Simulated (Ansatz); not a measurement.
# CuO (P1) in Ansatz: further runs

The runs below take CuO through single point, relaxation of cell and atoms, with PBE, PBEsol+U, BLYP+D3(BJ).

Program: Ansatz 0.2.0. These are calculated values, not measurements. Logs are shortened: lines on timing, memory, paths and dates and some standing lists are left out, and cuts for length are marked.

### Step 1. The crystal as given

The typed cell holds 8 atoms: a = 2.900 Å, b = 5.544 Å, c = 5.643 Å, α = 113.11°, β = 101.64°, γ = 92.01°.

### Step 2. Single point, PBE

File input.yaml:

```yaml
crystal:
  lattice:
    - [2.34185, -1.7113, 0.0]
    - [-1.49182, -1.7113, -5.05787]
    - [2.34185, 5.1339, 0.0]
  atoms:
    - { symbol: Cu, position: [0.32132716, 0.95657656, 0.29054178] }
    - { symbol: Cu, position: [0.67867284, 0.04342344, 0.70945822] }
    - { symbol: Cu, position: [0.3225567, 0.52186451, 0.68364633] }
    - { symbol: Cu, position: [0.6774433, 0.47813549, 0.31635367] }
    - { symbol: O, position: [0.41767164, 0.70732048, 0.00989985] }
    - { symbol: O, position: [0.41392836, 0.79267952, 0.65850015] }
    - { symbol: O, position: [0.22493959, 0.34816805, 0.07342398] }
    - { symbol: O, position: [0.94346041, 0.15183195, 0.25817602] }
hamiltonian:
  xc: pbe
  pseudopotentials: { kind: paw }
kpoints:
  mp_grid: { grid: [9, 5, 5] }
scf:
  occupations: { method: fermi_dirac, width: 0.05 }
basis:
  ecutwfc: "250 eV"
output:
  forces: true
  stress: true
  eigenvalues: true
```

Potentials or basis: Ansatz PAW.

Launch:

```sh
> ansatz run input.yaml --threads 4 --pin off --max-ram 11264MiB --backend cpu --events-out ev --progress --plain --runs-dir out
```

What it wrote:

```text
Warning: basis.ecutwfc = 250 eV is below the records' recommended 420 eV, and the density's cutoff is lower with it unless basis.ecutrho_ratio is high enough to keep the records' density cutoff: compare with a run at a higher cutoff
Warning: RAYON_NUM_THREADS=4 ignored (pool sized by the plan → 4); use --threads N
Engine: ansatz 0.2.0, aarch64-unknown-linux-gnu
Pseudopotentials: kind: paw
Pseudopotential: Cu, paw, valence charge 19, recommended cutoff 420 eV (normal), Cu.paw.azcp
Pseudopotential: O, paw, valence charge 6, recommended cutoff 420 eV (normal), O.paw.azcp
Functional definition: PBE
  parameter kappa = 0.804
  parameter beta = 0.06672455060314922
  exchange = pbe_x(kappa = kappa, mu = beta*pi^2/3)
  correlation = pbe_c(beta = beta)
Crystal: 8 atoms, lattice volume = 81.080 Å³
Basis set: ecut = 250 eV, 733 PW (Γ), exchange–correlation on 30×60×60 points (8 copies of the dense FFT grid, shifted against one another)
Bands: 60, of which v1, the nominal top of the filled ones, is band 50 counted from 1 (49 counted from 0)
Symmetry: 1 space group operations
Space group: P1 (ITA 1), of the structure as read, at distance tolerance 4.3e-5 Å
k-points: 113 of 225 (time reversal used)
Non-local potential: Cu, projectors of the file, l = 0: 3, l = 1: 2, l = 2: 3, l = 3: 1
Non-local potential: O, projectors of the file, l = 0: 2, l = 1: 2, l = 2: 1
PAW form: soft (Blöchl's): semilocal exchange-correlation on the pseudo side does not see the compensation charge
PAW one-centre angular grid: Cu, 590 points (default); XC on 64 Gauss nodes
PAW one-centre angular grid: O, 110 points (default); XC on 64 Gauss nodes
Initial density: superposition of atomic densities (neutral atoms: chi_scale 0, normalization atom), corrected by the library's trained network
Initial wavefunctions: pseudopotential atomic-orbital guess
Functional: x = pbe(κ = 0.804, μ = 0.2195149727645171), c = pbe(β = 0.06672455060314922)
SCF iter   1: F=—  HF=-28737.218056 eV  |F-HF|=—  |Δ(HF+E_count)|=         —  Δρ=6.60e-2  dr2=1.44e0  ethr=1.77e-3  ⟨swp⟩=6.1  Hψ=22235  notcnv=0  defer=118
preconditioner: auto → LDOS  [metal: Δε(μ)=0.005 eV  Ē_g=11.172 eV  σ=0.050 eV  W_gap=0.02  n_scr=34 (ndim 8)  ℏωp=34.0 eV  f_vac=0.030  D(μ)=4.20/eV (n_scr^D=38)  β→1.0]
SCF iter   2: F=—  HF=-28741.245731 eV  |F-HF|=—  |Δ(HF+E_count)|=    4.03e0  Δρ=2.09e-1  dr2=2.05e1  ethr=1.44e-3  ⟨swp⟩=3.0  Hψ=16911  notcnv=0  defer=286  recentre
SCF iter   3: F=—  HF=-28736.215000 eV  |F-HF|=—  |Δ(HF+E_count)|=    5.03e0  Δρ=4.70e-2  dr2=1.69e0  ethr=1.44e-3  ⟨swp⟩=2.0  Hψ=14251  notcnv=0  defer=326
SCF iter   4: F=—  HF=-28736.399832 eV  |F-HF|=—  |Δ(HF+E_count)|=   1.85e-1  Δρ=7.28e-2  dr2=2.94e0  ethr=1.44e-3  ⟨swp⟩=2.0  Hψ=13488  notcnv=0  defer=298
SCF iter   5: F=—  HF=-28735.919624 eV  |F-HF|=—  |Δ(HF+E_count)|=   4.80e-1  Δρ=2.18e-2  dr2=2.44e-1  ethr=1.44e-3  ⟨swp⟩=2.1  Hψ=10850  notcnv=0  defer=298
SCF iter   6: F=—  HF=-28735.899681 eV  |F-HF|=—  |Δ(HF+E_count)|=   1.99e-2  Δρ=5.08e-3  dr2=1.79e-2  ethr=2.44e-4  ⟨swp⟩=3.0  Hψ=12147  notcnv=0  defer=299
SCF iter   7: F=—  HF=-28735.900709 eV  |F-HF|=—  |Δ(HF+E_count)|=   1.03e-3  Δρ=2.57e-3  dr2=4.49e-3  ethr=1.79e-5  ⟨swp⟩=2.2  Hψ=10327  notcnv=0  defer=299
SCF iter   8: F=—  HF=-28735.900476 eV  |F-HF|=—  |Δ(HF+E_count)|=   2.33e-4  Δρ=9.39e-4  dr2=5.96e-4  ethr=4.49e-6  ⟨swp⟩=2.5  Hψ=9845  notcnv=0  defer=299
SCF iter   9: F=—  HF=-28735.900417 eV  |F-HF|=—  |Δ(HF+E_count)|=   5.97e-5  Δρ=2.23e-4  dr2=2.76e-5  ethr=5.96e-7  ⟨swp⟩=2.5  Hψ=9768  notcnv=0  defer=299
SCF iter  10: F=—  HF=-28735.900298 eV  |F-HF|=—  |Δ(HF+E_count)|=   1.18e-4  Δρ=8.17e-5  dr2=3.47e-6  ethr=2.76e-8  ⟨swp⟩=2.0  Hψ=9884  notcnv=0  defer=299
SCF iter  11: F=—  HF=-28735.900299 eV  |F-HF|=—  |Δ(HF+E_count)|=   6.81e-7  Δρ=1.79e-5  dr2=1.99e-7  ethr=3.47e-9  ⟨swp⟩=1.5  Hψ=8204  notcnv=0  defer=299
SCF iter  12: F=-28735.900299 eV  HF=-28735.900299 eV  |F-HF|=1.40e-8  |Δ(HF+E_count)|=   3.10e-8  Δρ=6.06e-6  dr2=2.35e-8  ethr=1.00e-10  ⟨swp⟩=7.7  Hψ=19877  notcnv=0
SCF 1 converged in 12 iterations: F = -28735.900299 eV  dr2 = 2.35e-8
SCF converged after 12 iterations
Free energy (F): -28735.900299 eV
Harris-Foulkes:  -28735.900299 eV  (|F-HF|=1.40e-8)
Internal energy: -28735.858592 eV  (E = F + TS)
E sigma→0 (E₀):  -28735.879446 eV
Entropy (-TS):   -0.041707 eV (-5.213 meV/atom)
Fermi energy:    11.861635 eV
--- Per-component energies (eV) ---
  E_band       = -1815.205467
  E_kinetic    = 1945.499386
  E_local      = -20489.994447  (includes V_loc(G=0)·N_el)
  E_nonlocal   = 1894.699656
  E_hartree    = 8955.035983
  E_xc         = -657.640656
  E_vxc        = -844.420537  (∫ρ·V_xc dr)
  E_paw        = -7415.432763  (= ΣΔE_a)
  E_vpaw       = -2231.044369  (= ΣTr[D̂ρ^β])
  E_aug_tail   = -0.010893  (compensation charges beyond the density's cutoff)
  E_ewald      = -12968.014858
  E_smearing   = -0.041707  (= −TS)
  E_closure    = -0.000000  (closes the sum)
  Σ components = -28735.900299   (vs F -28735.900299, Δ=0.00e0)
--- Forces (eV/Å), atoms counted from 1 ---
  atom   1  Cu     4.00916575    -0.07125927     2.49764240
  atom   2  Cu     5.29413813    -5.29257489   -14.23878578
  atom   3  Cu     0.13624970     1.93168966     9.24108256
  atom   4  Cu     5.80674167     0.01936866    -3.34115250
  atom   5  O      2.20103439     2.04022530     0.71382524
  atom   6  O     -5.68552717     1.12116449     6.10468409
  atom   7  O     -7.31930080    -1.75212079     2.81137235
  atom   8  O     -4.44256291     2.00345808    -3.78863043
  max |Σ_I F_I| component: 6.12e-5 eV/Å
--- Stress (GPa, compression-positive) ---
       51.187948       4.263399      -3.441841
        4.263398      41.950296      18.749845
       -3.441839      18.749843      84.373458
  P = ⅓ Tr σ = 59.1706 GPa (591.706 kbar)
--- Band table (eV; the first three rows and the last of 113) ---
  k-point 0: bands = ["-102.2920", "-102.0065", "-101.6538", "-101.6151", "-59.8665", "-59.7369", "-59.6744", "-59.4647", "-59.3636", "-59.3388", "-59.3228", "-59.0523", "-58.9282", "-58.8583", "-58.7383", "-58.6536", "-9.1576", "-8.4622", "-6.9726", "-6.5151", "3.1057", "4.0743", "4.3816", "5.0698", "5.4507", "5.5719", "5.7060", "6.1439", "6.9431", "7.0979", "7.4772", "7.7241", "7.8437", "8.1316", "8.1757", "8.2347", "8.7430", "8.8932", "8.9265", "9.1658", "9.2497", "9.3970", "9.6235", "10.0525", "10.3976", "10.9940", "11.2587", "11.4382", "11.5513", "11.8646", "12.1098", "12.1911", "12.4568", "16.2418", "16.6801", "18.8817", "20.2916", "21.4946", "21.7630", "25.0231"]
  k-point 1: bands = ["-102.2841", "-101.9988", "-101.6463", "-101.6071", "-59.8593", "-59.7289", "-59.6744", "-59.4542", "-59.3561", "-59.3289", "-59.3148", "-59.0415", "-58.9248", "-58.8508", "-58.7377", "-58.6540", "-9.1150", "-8.4969", "-6.9903", "-6.5114", "3.1471", "4.0985", "4.4137", "5.0546", "5.2968", "5.6766", "5.8426", "6.2011", "6.9768", "7.1153", "7.4792", "7.6543", "7.9707", "8.0546", "8.1959", "8.3399", "8.7780", "8.8736", "8.9461", "9.1466", "9.2207", "9.4472", "9.5952", "9.9416", "10.3407", "11.0208", "11.1313", "11.4124", "11.5637", "11.7960", "12.0500", "12.4547", "12.7875", "16.0781", "16.6437", "18.7594", "20.4289", "21.2190", "22.5437", "24.5201"]
  k-point 2: bands = ["-102.2940", "-102.0091", "-101.6560", "-101.6168", "-59.8703", "-59.7373", "-59.6771", "-59.4668", "-59.3582", "-59.3341", "-59.3199", "-59.0497", "-58.9332", "-58.8537", "-58.7415", "-58.6574", "-9.0390", "-8.5694", "-7.0215", "-6.5105", "3.1674", "4.1543", "4.4043", "4.7817", "5.3833", "5.7850", "5.8780", "6.1925", "7.0632", "7.2227", "7.4718", "7.6104", "7.8328", "8.1358", "8.1961", "8.3899", "8.7463", "8.8241", "8.9085", "9.0204", "9.1836", "9.3806", "9.5759", "9.7750", "10.3147", "10.9232", "11.0728", "11.3523", "11.5337", "11.5838", "12.1044", "12.6277", "13.4256", "15.4621", "16.6544", "18.5757", "20.5989", "21.4431", "23.0818", "24.2643"]
  k-point 112: bands = ["-102.2777", "-101.9921", "-101.6402", "-101.5997", "-59.8694", "-59.7216", "-59.6781", "-59.4612", "-59.3613", "-59.3172", "-59.2956", "-59.0445", "-58.9345", "-58.8426", "-58.7378", "-58.6543", "-8.7156", "-7.9188", "-6.9551", "-6.2905", "3.1743", "4.1816", "4.4902", "4.6498", "4.8200", "5.2961", "5.7350", "6.5122", "6.7525", "7.0695", "7.1710", "7.7985", "8.0328", "8.1529", "8.3638", "8.5696", "8.8604", "8.9673", "9.1080", "9.1913", "9.3402", "9.4557", "9.7025", "9.8992", "10.1799", "10.4927", "10.7398", "10.9835", "11.3292", "11.7502", "12.0948", "12.4574", "14.3943", "16.0036", "16.9647", "18.0730", "19.8363", "20.0736", "21.5848", "22.6474"]
```

Run time: 11 s. Hardware: 4 threads of Arm Neoverse V2, shared host; peak memory 0.46 GiB.

What came out:

```
Free energy            : -28735.9003 eV
Pressure               : 59.2 GPa
Largest force          : 16.087 eV/Å
Band gap on the k mesh : none (metal or under the smearing width)
```

Forces in eV/Å, atoms in the order of the input:
```
Cu    4.009  -0.071   2.498
Cu    5.294  -5.293 -14.239
Cu    0.136   1.932   9.241
Cu    5.807   0.019  -3.341
O     2.201   2.040   0.714
O    -5.686   1.121   6.105
O    -7.319  -1.752   2.811
O    -4.443   2.003  -3.789
```

Levels at points of the mesh, in eV from the Fermi level:
| k point | band 48 | band 49 | band 50 | band 51 | band 52 | band 53 |
| --- | --- | --- | --- | --- | --- | --- |
| (0.00, 0.00, 0.00) | -0.42 | -0.31 | 0.00 | 0.25 | 0.33 | 0.60 |

Caveat: a pressure of tens of GPa on the cell as given is suspect, and the run, the potentials or the cell itself is likely at fault; the pressure holds a Pulay correction of +196.0 GPa for the finite cutoff; the run has no spin polarisation, though such a crystal can be magnetic; semilocal functionals often make such compounds metallic where correlation or magnetic order opens a gap, which also shifts bond lengths; forces of over 1 eV/Å show positions far from the minimum, so gaps and moduli don't describe the material at rest; the cutoff lies under the one recommended for these potentials.

### Step 3. Single point, PBE

input.yaml, as its differences from that of step 2:

```diff
@@ -18,7 +18,5 @@
 kpoints:
-  mp_grid: { grid: [9, 5, 5] }
+  mp_grid: { grid: [13, 7, 7] }
 scf:
   occupations: { method: fermi_dirac, width: 0.05 }
-basis:
-  ecutwfc: "250 eV"
 output:
```

Potentials or basis: Ansatz PAW.

Launch:

```sh
> ansatz run input.yaml --threads 4 --pin off --max-ram 11264MiB --backend cpu --events-out ev --progress --plain --runs-dir out
```

What it wrote:

```text
Warning: RAYON_NUM_THREADS=4 ignored (pool sized by the plan → 4); use --threads N
[... 9 set-up lines as earlier in the session ...]
Crystal: 8 atoms, lattice volume = 81.080 Å³
Basis set: ecut = 420 eV, 1587 PW (Γ), exchange–correlation on 40×80×80 points (8 copies of the dense FFT grid, shifted against one another)
Bands: 60, of which v1, the nominal top of the filled ones, is band 50 counted from 1 (49 counted from 0)
[... 2 set-up lines as earlier in the session ...]
k-points: 319 of 637 (time reversal used)
[... 8 set-up lines as earlier in the session ...]
SCF iter   1: F=—  HF=-28753.480168 eV  |F-HF|=—  |Δ(HF+E_count)|=         —  Δρ=1.95e-2  dr2=2.18e-1  ethr=1.77e-3  ⟨swp⟩=5.9  Hψ=71328  notcnv=0  defer=20
preconditioner: auto → LDOS  [metal: Δε(μ)=0.007 eV  Ē_g=11.105 eV  σ=0.050 eV  W_gap=0.04  n_scr=34 (ndim 8)  ℏωp=34.0 eV  f_vac=0.027  D(μ)=4.48/eV (n_scr^D=40)  β→1.0]
SCF iter   2: F=—  HF=-28753.455005 eV  |F-HF|=—  |Δ(HF+E_count)|=   2.52e-2  Δρ=1.01e-2  dr2=5.09e-2  ethr=2.18e-4  ⟨swp⟩=2.0  Hψ=34387  notcnv=0  defer=817
SCF iter   3: F=—  HF=-28753.450444 eV  |F-HF|=—  |Δ(HF+E_count)|=   4.56e-3  Δρ=1.01e-2  dr2=5.65e-2  ethr=5.09e-5  ⟨swp⟩=2.0  Hψ=36327  notcnv=0  defer=817
SCF iter   4: F=—  HF=-28753.444091 eV  |F-HF|=—  |Δ(HF+E_count)|=   6.35e-3  Δρ=5.60e-3  dr2=1.80e-2  ethr=5.09e-5  ⟨swp⟩=1.7  Hψ=18627  notcnv=0  defer=817
SCF iter   5: F=—  HF=-28753.441694 eV  |F-HF|=—  |Δ(HF+E_count)|=   2.40e-3  Δρ=1.71e-3  dr2=1.69e-3  ethr=1.80e-5  ⟨swp⟩=1.1  Hψ=18368  notcnv=0  defer=817
SCF iter   6: F=—  HF=-28753.441488 eV  |F-HF|=—  |Δ(HF+E_count)|=   2.05e-4  Δρ=5.85e-4  dr2=2.40e-4  ethr=1.69e-6  ⟨swp⟩=2.2  Hψ=24751  notcnv=0  defer=817
SCF iter   7: F=—  HF=-28753.441470 eV  |F-HF|=—  |Δ(HF+E_count)|=   1.88e-5  Δρ=1.76e-4  dr2=2.27e-5  ethr=2.40e-7  ⟨swp⟩=1.0  Hψ=18330  notcnv=0  defer=817
SCF iter   8: F=—  HF=-28753.441483 eV  |F-HF|=—  |Δ(HF+E_count)|=   1.35e-5  Δρ=7.65e-5  dr2=3.45e-6  ethr=2.27e-8  ⟨swp⟩=2.5  Hψ=27670  notcnv=0  defer=817
SCF iter   9: F=—  HF=-28753.441483 eV  |F-HF|=—  |Δ(HF+E_count)|=   2.09e-7  Δρ=4.00e-5  dr2=9.91e-7  ethr=3.45e-9  ⟨swp⟩=2.5  Hψ=29808  notcnv=0  defer=817
SCF iter  10: F=—  HF=-28753.441483 eV  |F-HF|=—  |Δ(HF+E_count)|=   5.39e-8  Δρ=2.10e-5  dr2=3.17e-7  ethr=9.91e-10  ⟨swp⟩=1.1  Hψ=18533  notcnv=0  defer=817
SCF iter  11: F=-28753.441483 eV  HF=-28753.441483 eV  |F-HF|=2.30e-8  |Δ(HF+E_count)|=   1.49e-8  Δρ=6.33e-6  dr2=2.51e-8  ethr=1.00e-10  ⟨swp⟩=6.9  Hψ=65478  notcnv=0
SCF 1 converged in 11 iterations: F = -28753.441483 eV  dr2 = 2.51e-8
SCF converged after 11 iterations
Free energy (F): -28753.441483 eV
Harris-Foulkes:  -28753.441483 eV  (|F-HF|=2.30e-8)
Internal energy: -28753.399103 eV  (E = F + TS)
E sigma→0 (E₀):  -28753.420293 eV
Entropy (-TS):   -0.042380 eV (-5.297 meV/atom)
Fermi energy:    12.150970 eV
--- Per-component energies (eV) ---
  E_band       = -1763.664100
  E_kinetic    = 1902.983179
  E_local      = -20382.668026  (includes V_loc(G=0)·N_el)
  E_nonlocal   = 1758.281377
  E_hartree    = 8860.624634
  E_xc         = -652.543180
  E_vxc        = -838.019701  (∫ρ·V_xc dr)
  E_paw        = -7272.073087  (= ΣΔE_a)
  E_vpaw       = -1925.481634  (= ΣTr[D̂ρ^β])
  E_aug_tail   = 0.010858  (compensation charges beyond the density's cutoff)
  E_ewald      = -12968.014858
  E_smearing   = -0.042380  (= −TS)
  E_closure    = 0.000000  (closes the sum)
  Σ components = -28753.441483   (vs F -28753.441483, Δ=0.00e0)
--- Forces (eV/Å), atoms counted from 1 ---
  atom   1  Cu     3.45009307    -0.61319304     2.65235739
  atom   2  Cu     5.35911631    -5.33101542   -14.43001045
  atom   3  Cu     0.50331428     2.30665227     8.41889996
  atom   4  Cu     5.11702810    -0.10949702    -2.95848089
  atom   5  O      1.98899966     2.06500274     0.72470183
  atom   6  O     -5.70201292     1.53328839     6.47093393
  atom   7  O     -6.85492771    -1.70388304     2.56910328
  atom   8  O     -3.86157032     1.85265644    -3.44753143
  max |Σ_I F_I| component: 4.05e-5 eV/Å
--- Stress (GPa, compression-positive) ---
       47.628028       3.004676      -2.497637
        3.004676      40.327387      21.428072
       -2.497639      21.428070      79.450863
  P = ⅓ Tr σ = 55.8021 GPa (558.021 kbar)
--- Band table (eV; the first three rows and the last of 319) ---
  k-point 0: bands = ["-101.3853", "-101.1328", "-100.8144", "-100.7789", "-59.0070", "-58.8494", "-58.8304", "-58.6993", "-58.5463", "-58.4845", "-58.4500", "-58.2174", "-58.1206", "-58.0421", "-57.9357", "-57.8211", "-8.7419", "-7.9980", "-6.4113", "-5.9695", "3.1744", "4.2515", "4.5774", "5.3553", "5.7082", "5.8225", "5.9602", "6.4348", "7.2525", "7.4219", "7.8687", "8.1832", "8.2653", "8.5794", "8.5994", "8.7034", "9.2078", "9.3496", "9.3801", "9.6371", "9.7672", "9.8512", "10.0374", "10.4433", "10.7361", "11.3658", "11.5591", "11.7481", "11.8613", "12.1539", "12.3631", "12.5034", "12.7829", "16.3126", "16.7363", "18.9378", "20.3626", "21.5540", "21.8490", "24.9683"]
  k-point 1: bands = ["-101.3853", "-101.1328", "-100.8144", "-100.7789", "-59.0070", "-58.8494", "-58.8304", "-58.6993", "-58.5463", "-58.4845", "-58.4500", "-58.2174", "-58.1206", "-58.0421", "-57.9357", "-57.8211", "-8.7202", "-8.0171", "-6.4231", "-5.9680", "3.1888", "4.2577", "4.5971", "5.3700", "5.5585", "5.8667", "6.0508", "6.4451", "7.2635", "7.4393", "7.8746", "8.0812", "8.3735", "8.4679", "8.6784", "8.7431", "9.2175", "9.3287", "9.3917", "9.6119", "9.7456", "9.8679", "9.9979", "10.3793", "10.7064", "11.3792", "11.4864", "11.7337", "11.8642", "12.1490", "12.3570", "12.6015", "12.8856", "16.2467", "16.7128", "18.8825", "20.4081", "21.3304", "22.3217", "24.6583"]
  k-point 2: bands = ["-101.3853", "-101.1328", "-100.8144", "-100.7789", "-59.0070", "-58.8493", "-58.8304", "-58.6993", "-58.5463", "-58.4845", "-58.4500", "-58.2174", "-58.1206", "-58.0422", "-57.9357", "-57.8211", "-8.6660", "-8.0656", "-6.4490", "-5.9653", "3.2201", "4.3011", "4.6355", "5.1816", "5.5574", "5.9904", "6.0974", "6.4671", "7.3202", "7.4746", "7.8755", "8.0094", "8.2840", "8.5760", "8.6495", "8.8340", "9.2228", "9.2903", "9.3775", "9.5518", "9.7088", "9.8422", "9.9762", "10.2657", "10.6936", "11.3362", "11.4409", "11.6937", "11.8797", "11.9851", "12.3744", "12.8308", "13.2132", "15.9298", "16.7225", "18.7549", "20.5748", "21.2829", "22.9391", "24.2776"]
  k-point 318: bands = ["-101.3846", "-101.1321", "-100.8137", "-100.7783", "-59.0061", "-58.8479", "-58.8359", "-58.7009", "-58.5543", "-58.4834", "-58.4583", "-58.2233", "-58.1196", "-58.0420", "-57.9425", "-57.8295", "-8.2780", "-7.4075", "-6.4282", "-5.6893", "3.2734", "4.2994", "4.7074", "4.8384", "5.0272", "5.5013", "5.9494", "6.6990", "7.0684", "7.3902", "7.5282", "8.1964", "8.4885", "8.5528", "8.7502", "8.8835", "9.2933", "9.4542", "9.6493", "9.7212", "9.8141", "9.9352", "10.1867", "10.2860", "10.5641", "10.8198", "11.1825", "11.3443", "11.6231", "11.9433", "12.2724", "12.8117", "14.6150", "15.9472", "16.9447", "17.9626", "19.5896", "20.1463", "21.6259", "22.7986"]
```

It took 47 s on 4 threads of Arm Neoverse V2, shared host; peak memory 1.2 GiB.

Results:

- Free energy: -28753.4415 eV
- Pressure: 55.8 GPa
- Largest force: 16.290 eV/Å
- Band gap on the k mesh: none (metal or under the smearing width)

Forces on the atoms (eV/Å):
```
Cu    3.450  -0.613   2.652
Cu    5.359  -5.331 -14.430
Cu    0.503   2.307   8.419
Cu    5.117  -0.109  -2.958
O     1.989   2.065   0.725
O    -5.702   1.533   6.471
O    -6.855  -1.704   2.569
O    -3.862   1.853  -3.448
```

Levels at points of the mesh, in eV from the Fermi level:
```csv
k point,band 47,band 48,band 49,band 50,band 51,band 52,band 53,band 54
"(0.00, 0.00, 0.00)",-0.59,-0.40,-0.29,0.00,0.21,0.35,0.63,4.16
```

Caveat: a pressure of tens of GPa on the cell as given is suspect, and the run, the potentials or the cell itself is likely at fault; the pressure holds a Pulay correction of +0.7 GPa for the finite cutoff; the run has no spin polarisation, though such a crystal can be magnetic; semilocal functionals often make such compounds metallic where correlation or magnetic order opens a gap, which also shifts bond lengths; forces of over 1 eV/Å show positions far from the minimum, so gaps and moduli don't describe the material at rest.

(Continued in part 2 of 3.)
